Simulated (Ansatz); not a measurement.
Structure: BaS built on the zincblende prototype, at its r2SCAN minimum. The symmetry is F-43m (No. 216, cubic); a = 7.039 Å in the conventional setting, 43.59 Å³ an atom. Ba has 4 S at 3.05 Å; S has 4 Ba at 3.05 Å.

4 runs of the PAW code Ansatz on this cell differ in the functional (and in the settings that go with it). Levels are in eV from each run's valence top; v1 is the last filled band, c1 the first empty one.

Run A, mean stress 0.0 GPa (compression positive):

| point | v5 | v3 | v1 | c1 | c2 | c3 |
| --- | --- | --- | --- | --- | --- | --- |
| Γ | -11.21 | -0.67 | -0.67 | 2.75 | 5.08 | 5.08 |
| X | -11.31 | -1.07 | -0.01 | 3.48 | 4.53 | 6.26 |
| U | -11.29 | -0.82 | -0.13 | 3.45 | 4.62 | 5.34 |

Run B, mean stress -2.1 GPa (compression positive):

| point | v5 | v3 | v1 | c1 | c2 | c3 |
| --- | --- | --- | --- | --- | --- | --- |
| Γ | -11.18 | -0.69 | -0.69 | 2.42 | 4.96 | 4.96 |
| X | -11.28 | -1.13 | -0.01 | 3.23 | 4.36 | 6.16 |
| U | -11.26 | -0.87 | -0.14 | 3.22 | 4.44 | 5.20 |

Run C, mean stress -0.2 GPa (compression positive):

| point | v5 | v3 | v1 | c1 | c2 | c3 |
| --- | --- | --- | --- | --- | --- | --- |
| Γ | -11.91 | -0.72 | -0.72 | 4.34 | 6.98 | 6.98 |
| X | -12.03 | -1.15 | -0.01 | 5.14 | 6.30 | 8.22 |
| U | -12.00 | -0.88 | -0.14 | 5.12 | 6.39 | 7.22 |

Run D, mean stress -0.2 GPa (compression positive):

| point | v5 | v3 | v1 | c1 | c2 | c3 |
| --- | --- | --- | --- | --- | --- | --- |
| Γ | -11.98 | -0.72 | -0.72 | 4.51 | 7.18 | 7.18 |
| X | -12.10 | -1.16 | -0.01 | 5.32 | 6.49 | 8.43 |
| U | -12.08 | -0.88 | -0.14 | 5.30 | 6.57 | 7.43 |

Task: Match the runs to LDA, PBE, DDH-PBE0, PBE0.

Result: A is PBE, B is LDA, C is PBE0, D is DDH-PBE0. In order of the gap: LDA 2.42, PBE 2.75, PBE0 4.34, DDH-PBE0 4.51 eV.

All values are calculated for a non-magnetic cell, which may be hypothetical.

Spin-orbit coupling is left out.

The stress of a hybrid is loosely converged in these runs.

The meshes of the hybrids are coarse, so their gaps aren't converged to the digits shown.
